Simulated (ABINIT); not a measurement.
Si2W:

```
W Si
1.0
    -1.60690    1.60690    3.91495
     1.60690   -1.60690    3.91495
     1.60690    1.60690   -3.91495
W Si
1 2
Direct
  0.00000 0.00000 0.00000
  0.66530 0.66530 0.00000
  0.33470 0.33470 0.00000
```

| Item | Value |
| --- | --- |
| Program | ABINIT 10.8.3 (patched build) |
| Task | relaxation of cell and atoms |
| Functional | PW91 |
| Potentials or basis | JTH PAW PBE v2.0 |
| Cutoff | 517 eV |
| k mesh | 8 × 8 × 8 |
| Occupations | fermi-dirac, width 0.05 eV |
| Spin | no spin polarisation |

At the start: pressure 4.1 GPa; volume 13.48 Å³/atom.

**Question.** Where does the relaxation end?

**Answer.** Over 8 steps the energy falls by 3.2 meV/atom and the volume is 13.73 Å³/atom (+1.9 %); space group I4/mmm (No. 139, to 0.05 Å).

The path:
| step | energy change (eV) | largest force (eV/Å) | pressure (GPa) | volume (Å³) |
| --- | --- | --- | --- | --- |
| 1 | 0.0000 | 0.0002 | 4.14 | 40.44 |
| 2 | -0.0086 | 0.0330 | 1.26 | 40.95 |
| 3 | -0.0096 | 0.0374 | 0.02 | 41.19 |
| 4 | -0.0096 | 0.0298 | -0.04 | 41.20 |
| 5 | -0.0097 | 0.0109 | -0.03 | 41.21 |
| 6 | -0.0097 | 0.0058 | -0.01 | 41.20 |
| 7 | -0.0097 | 0.0005 | 0.01 | 41.20 |
| 8 | -0.0097 | 0.0002 | 0.01 | 41.20 |

Final structure:
```
W Si
1.0
    -1.61805    1.61805    3.93414
     1.61805   -1.61805    3.93414
     1.61805    1.61805   -3.93414
W Si
1 2
Cartesian
  0.0000 0.0000 0.0000
  0.0000 0.0000 5.2323
  0.0000 0.0000 2.6360
```

Caveat: the PAW data sets were made with another functional, which shifts forces and pressure a little.
